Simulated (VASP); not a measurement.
The system is Mg.

```
Mg
1.0
     3.20930    0.00000    0.00000
    -1.60465    2.77934    0.00000
     0.00000    0.00000    5.21030
Mg
2
Direct
  0.66667 0.33333 0.75000
  0.33333 0.66667 0.25000
```

* Program: VASP 6.6.1
* Task: relaxation of cell and atoms
* Functional: PBE
* Dispersion: D3
* Potentials or basis: VASP PAW PBE potentials, release 64 (Mg)
* Cutoff: 600 eV
* k mesh: 10 × 10 × 5
* Occupations: fermi-dirac, width 0.05 eV
* Spin: no spin polarisation

At the start: pressure -1.7 GPa; volume 23.24 Å³/atom.

Problem. Where does the relaxation end?

Solution. Over 8 steps the energy falls by 8.8 meV/atom and the volume is 22.08 Å³/atom (-5.0 %); space group P6_3/mmc (No. 194, to 0.05 Å).

The path:
```
step  energy change (eV)  largest force (eV/Å)  pressure (GPa)  volume (Å³)
   1              0.0000                0.0000           -1.67        46.47
   2             -0.0133                0.0000           -0.57        44.86
   3             -0.0155                0.0000            0.13        43.98
   4             -0.0155                0.0000            0.17        43.93
   5             -0.0170                0.0000            0.18        43.95
   6             -0.0174                0.0000            0.18        43.96
   7             -0.0174                0.0000            0.18        43.96
   8             -0.0175                0.0000            0.01        44.17
```

Final structure:
```
CELL_PARAMETERS angstrom
3.12451 0.00000 0.00000
-1.56226 2.70591 0.00000
0.00000 0.00000 5.22379
ATOMIC_POSITIONS crystal
Mg 0.66667 0.33333 0.75000
Mg 0.33333 0.66667 0.25000
```

Caveat: pairwise dispersion overbinds metals, which lowers pressure and volume.
